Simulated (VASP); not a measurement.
Method: PBEsol GGA with spin-orbit coupling, VASP's PBE PAW potentials (set 64) (plane waves; VASP).

The input files of a VASP run:

**INCAR**
```
SYSTEM = GeO2
PREC = Accurate; ENCUT = 520; LREAL = .FALSE.
LASPH = .TRUE.
EDIFF = 1E-6; NELM = 100; ALGO = Normal
LMAXMIX = 4
ISMEAR = 0; SIGMA = 0.05
GGA = PS; GGA_COMPAT = .FALSE.
MAGMOM = 18*0; LSORBIT = .TRUE.
LWAVE = .FALSE.; LCHARG = .FALSE.
```

KPOINTS_OPT:
```
k-points along high-symmetry lines
5
Line-mode
Reciprocal
  0.000000   0.000000   0.000000 ! GAMMA
  0.000000   0.500000   0.000000 ! X

  0.000000   0.500000   0.000000 ! X
  0.500000   0.500000   0.000000 ! M

  0.500000   0.500000   0.000000 ! M
  0.000000   0.000000   0.000000 ! GAMMA

  0.000000   0.000000   0.000000 ! GAMMA
  0.000000   0.000000   0.500000 ! Z

  0.000000   0.000000   0.500000 ! Z
  0.000000   0.500000   0.500000 ! R

  0.000000   0.500000   0.500000 ! R
  0.500000   0.500000   0.500000 ! A

  0.500000   0.500000   0.500000 ! A
  0.000000   0.000000   0.500000 ! Z

  0.000000   0.500000   0.000000 ! X
  0.000000   0.500000   0.500000 ! R

  0.500000   0.500000   0.000000 ! M
  0.500000   0.500000   0.500000 ! A
```

KPOINTS:
```
Automatic
0
Gamma
5 5 7
0 0 0
```

POSCAR:
```
GeO2
1
    4.4242313004     0.0000000000     0.0000000000
    0.0000000000     4.4242313004     0.0000000000
    0.0000000000     0.0000000000     2.8872588222
Ge O
2 4
Direct
  0.0000000000   0.0000000000   0.0000000000
  0.5000000000   0.5000000000   0.5000000000
  0.3062297070   0.3062297070   0.0000000000
  0.8062297070   0.1937702930   0.5000000000
  0.1937702930   0.8062297070   0.5000000000
  0.6937702930   0.6937702930   0.0000000000
```

POTCAR, in this order: Ge_d O (PBE.64 set). Program: vasp_ncl.

The run wrote:

**OUTCAR**
```
 ion  position               nearest neighbor table
   1  0.000  0.000  0.000-   4 1.89   5 1.89   4 1.89   5 1.89   3 1.92   6 1.92
   2  0.500  0.500  0.500-   3 1.89   6 1.89   3 1.89   6 1.89   5 1.92   4 1.92
   3  0.306  0.306  0.000-   2 1.89   2 1.89   1 1.92
   4  0.806  0.194  0.500-   1 1.89   1 1.89   2 1.92
   5  0.194  0.806  0.500-   1 1.89   1 1.89   2 1.92
   6  0.694  0.694  0.000-   2 1.89   2 1.89   1 1.92
  LATTYP: Found a simple tetragonal cell.
 ALAT       =     4.4242313004
 C/A-ratio  =     0.6526012376
 Subroutine PRICEL returns:
 Original cell was already a primitive cell.
 Subroutine GETGRP returns: Found 16 space group operations
The static configuration has the point symmetry D_2h.
 The point group associated with its full space group is D_4h.
The dynamic configuration has the point symmetry D_2h.
The overall configuration has the point symmetry D_2h.
 Subroutine INISYM returns: Found 16 space group operations
 Subroutine IBZKPT returns following result:
 Found     24 irreducible k-points:

 Following reciprocal coordinates:
            Coordinates               Weight
  0.000000  0.000000  0.000000      1.000000
  0.200000  0.000000  0.000000      4.000000
  0.400000  0.000000  0.000000      4.000000
  0.200000  0.200000  0.000000      4.000000
  0.400000  0.200000  0.000000      8.000000
  0.400000  0.400000  0.000000      4.000000
  0.000000  0.000000  0.142857      2.000000
  0.200000  0.000000  0.142857      8.000000
  0.400000  0.000000  0.142857      8.000000
  0.200000  0.200000  0.142857      8.000000
  0.400000  0.200000  0.142857     16.000000
  0.400000  0.400000  0.142857      8.000000
  0.000000  0.000000  0.285714      2.000000
  0.200000  0.000000  0.285714      8.000000
  0.400000  0.000000  0.285714      8.000000
  0.200000  0.200000  0.285714      8.000000
  0.400000  0.200000  0.285714     16.000000
...
```

OSZICAR:
```
       N       E                     dE             d eps       ncg     rms          rms(c)
DAV:   1     0.853443702697E+03    0.85344E+03   -0.22857E+04  4178   0.453E+03
DAV:   2     0.159739942974E+03   -0.69370E+03   -0.65704E+03  3016   0.122E+03
DAV:   3    -0.280216749218E+02   -0.18776E+03   -0.18296E+03  3258   0.320E+02
DAV:   4    -0.453422362418E+02   -0.17321E+02   -0.17121E+02  3626   0.115E+02
DAV:   5    -0.458781436821E+02   -0.53591E+00   -0.53360E+00  3468   0.203E+01    0.135E+01
DAV:   6    -0.412171798480E+02    0.46610E+01   -0.15444E+01  4730   0.841E+01    0.468E+00
DAV:   7    -0.412234703521E+02   -0.62905E-02   -0.15236E+00  3344   0.780E+00    0.265E+00
DAV:   8    -0.411801076906E+02    0.43363E-01   -0.17034E-01  4304   0.630E+00    0.570E-01
DAV:   9    -0.411734076112E+02    0.67001E-02   -0.35474E-02  4184   0.342E+00    0.208E-01
DAV:  10    -0.411737701494E+02   -0.36254E-03   -0.34949E-03  3626   0.546E-01    0.143E-01
DAV:  11    -0.411737599801E+02    0.10169E-04   -0.42631E-04  3890   0.206E-01    0.428E-02
DAV:  12    -0.411737685112E+02   -0.85311E-05   -0.23653E-05  4226   0.789E-02    0.122E-02
DAV:  13    -0.411737670182E+02    0.14930E-05   -0.87037E-06  4044   0.796E-02    0.246E-03
DAV:  14    -0.411737672961E+02   -0.27787E-06   -0.24090E-06  2862   0.170E-02
   1 F= -.41173767E+02 E0= -.41173767E+02  d E =-.628968E-13  mag=     0.0000    -0.0000    -0.0000
       N       E                     dE             ncg
       N       E                     dE             ncg
```

OUTCAR:
```
------------------------ aborting loop because EDIFF is reached ----------------------------------------
  FORCE on cell =-STRESS in cart. coord.  units (eV):
  Direction    XX          YY          ZZ          XY          YZ          ZX
  --------------------------------------------------------------------------------------
  Total        0.0183548      0.0183548     -0.0119967     -0.0000000      0.0000000      0.0000000
  in kB        0.5203531      0.5203531     -0.3401021     -0.0000000      0.0000000      0.0000000
  external PRESSURE =       0.2335347 kB  Pullay stress =       0.0000000 kB
  volume of cell :       56.51
      direct lattice vectors                 reciprocal lattice vectors
     4.424231300  0.000000000  0.000000000     0.226027966  0.000000000  0.000000000
     0.000000000  4.424231300  0.000000000     0.000000000  0.226027966  0.000000000
     0.000000000  0.000000000  2.887258822     0.000000000  0.000000000  0.346349275
 POSITION                                       TOTAL-FORCE (eV/Angst)
 -----------------------------------------------------------------------------------
      0.00000      0.00000      0.00000         0.000000      0.000000      0.000000
      2.21212      2.21212      1.44363         0.000000      0.000000      0.000000
      1.35483      1.35483      0.00000        -0.004502     -0.004502      0.000000
      3.56695      0.85728      1.44363        -0.004502      0.004502      0.000000
      0.85728      3.56695      1.44363         0.004502     -0.004502      0.000000
      3.06940      3.06940      0.00000         0.004502      0.004502      0.000000
 -----------------------------------------------------------------------------------
    total drift:                               -0.000000      0.000000      0.000000
  FREE ENERGIE OF THE ION-ELECTRON SYSTEM (eV)
  ---------------------------------------------------
  free  energy   TOTEN  =       -41.1737672961 eV

  energy  without entropy=      -41.1737672961  energy(sigma->0) =      -41.17376730

 Ion:    1  E_soc:     -0.0126136

 Ion:    2  E_soc:     -0.0126136

 Ion:    3  E_soc:     -0.0002325

 Ion:    4  E_soc:     -0.0002325

 Ion:    5  E_soc:     -0.0002325

 Ion:    6  E_soc:     -0.0002325
```
(Selected blocks of OUTCAR.)

The compound is GeO2 in the rutile structure. It was relaxed first.
